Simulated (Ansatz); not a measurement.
# Si3N4: the cost of one run

Computed with Ansatz 0.2.0 (DFT PBE, scalar-relativistic, plane waves, PAW, unless a step's input says otherwise).

### Step 1. The starting structure

It takes space group Fd-3m (No. 227, cubic). The conventional cell has a = 7.787 Å, b = 7.787 Å, c = 7.787 Å, α = 90.00°, β = 90.00°, γ = 90.00°. Around Si (site symmetry -3m) lie 6 N at 1.89 Å. Si (site symmetry -43m) is surrounded by 4 N at 1.79 Å. N (site symmetry 3m) is surrounded by 4 Si at 1.79 to 1.89 Å.

Structure file:

```cif
data_structure
_symmetry_space_group_name_H-M 'P 1'
_symmetry_Int_Tables_number 1
_cell_length_a 5.5065
_cell_length_b 5.5065
_cell_length_c 5.5065
_cell_angle_alpha 60.000
_cell_angle_beta 60.000
_cell_angle_gamma 60.000
_cell_volume 118.07
loop_
_atom_site_label
_atom_site_type_symbol
_atom_site_fract_x
_atom_site_fract_y
_atom_site_fract_z
_atom_site_occupancy
Si1 Si 0.12500 0.12500 0.62500 1
Si2 Si 0.12500 0.62500 0.12500 1
Si3 Si 0.62500 0.12500 0.12500 1
Si4 Si 0.12500 0.12500 0.12500 1
Si5 Si 0.75000 0.75000 0.75000 1
Si6 Si 0.50000 0.50000 0.50000 1
N1 N 0.36756 0.36756 0.36756 1
N2 N 0.35269 0.88244 0.88244 1
N3 N 0.88244 0.88244 0.35269 1
N4 N 0.88244 0.35269 0.88244 1
N5 N 0.36756 0.36756 0.89731 1
N6 N 0.36756 0.89731 0.36756 1
N7 N 0.88244 0.88244 0.88244 1
N8 N 0.89731 0.36756 0.36756 1
```

This is candidate A: structure listed in a database for this formula (Fd-3m, No. 227).

(A quick probe on a coarse mesh, which set the mesh and smearing, is not shown.)

### Step 3. Relaxing cell and atoms (candidate A)

input.yaml

```yaml
crystal:
  lattice:
    - [0.0, 3.893718, 3.893718]
    - [3.893718, 0.0, 3.893718]
    - [3.893718, 3.893718, 0.0]
  atoms:
    - { symbol: Si, position: [0.125, 0.125, 0.625] }
    - { symbol: Si, position: [0.125, 0.625, 0.125] }
    - { symbol: Si, position: [0.625, 0.125, 0.125] }
    - { symbol: Si, position: [0.125, 0.125, 0.125] }
    - { symbol: Si, position: [0.75, 0.75, 0.75] }
    - { symbol: Si, position: [0.5, 0.5, 0.5] }
    - { symbol: "N", position: [0.367563, 0.367563, 0.367563] }
    - { symbol: "N", position: [0.352689, 0.882437, 0.882437] }
    - { symbol: "N", position: [0.882437, 0.882437, 0.352689] }
    - { symbol: "N", position: [0.882437, 0.352689, 0.882437] }
    - { symbol: "N", position: [0.367563, 0.367563, 0.897311] }
    - { symbol: "N", position: [0.367563, 0.897311, 0.367563] }
    - { symbol: "N", position: [0.882437, 0.882437, 0.882437] }
    - { symbol: "N", position: [0.897311, 0.367563, 0.367563] }
basis:
  ecutwfc: 420
kpoints:
  mp_grid: { grid: [6, 6, 6] }
hamiltonian:
  xc: pbe
scf:
  occupations: { method: gaussian, width: 0.02 }
output:
  forces: true
  stress: true
  eigenvalues: true
relax:
  adjacent_minimum: "off"
  f_tol: 0.01
  max_steps: 80
  cell: { stress_tol: 0.05 }
```

Command:

```bash
$ ansatz run input.yaml --threads 1 --pin off --max-ram 2560MiB --backend cpu --events-out ev --progress --plain --runs-dir out
```

What time and memory should one allow on 1 thread of Intel Xeon 6975P-C (Granite Rapids), shared host?

About 11 s, with a peak of 0.45 GiB.
